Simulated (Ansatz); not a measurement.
Here is an unrelaxed guess for Ge.

```xyz
4
Lattice="1.8687 -6.1259 0.0000 1.8687 6.1259 0.0000 0.0000 0.0000 3.8874" Properties=species:S:1:pos:R:3 pbc="T T T"
Ge    1.8687    4.9739    1.9437
Ge    1.8687   -4.9739    1.9437
Ge    1.8687    3.7368    0.0000
Ge    1.8687   -3.7368    0.0000
```

Level of theory: DFT PBE, scalar-relativistic, plane waves, PAW in Ansatz 0.2.0. Settings: cutoff 420 eV, Γ-centred mesh 6×6×4 on the computed 4-atom cell, Gaussian smearing of 0.10 eV; no spin polarisation.

Energies count from the standard state of Ge at the same level.

**Question.** Estimate its pressure, forces and energy as it stands.

**Answer.** The pressure is 13.9 GPa (the mean over three directions, positive in compression), the largest force is 0.86 eV/Å, and the energy is +0.55 eV/atom against the standard state. The shortest distance is 2.30 Å.

**Question.** How much does it gain on relaxing, and where does it end?

**Answer.** Relaxing gains about 0.21 eV/atom (the start's value is from the coarse mesh, so the gain is rough) in 12 ionic steps and ends at +0.34 eV/atom on the finer mesh. The symmetry stays Cmmm (No. 65). The volume per atom grows by 16.9 %, from 22.3 to 26.0 Å³. The shortest distance goes from 2.30 Å (Ge–Ge) to 2.44 Å (Ge–Ge). Conventional cell: a = 3.743 Å, b = 13.382 Å, c = 4.154 Å. Around Ge on its first site lie 3 Ge at 2.44–2.47 Å; Ge on its second site is surrounded by 4 Ge at 2.46–2.47 Å.

The last run used a 12×12×12 mesh for its 4-atom cell and Gaussian smearing of 0.10 eV. The relaxation can't lower the symmetry of the start. Symmetry constrained the relaxation, so the result can be a saddle point.
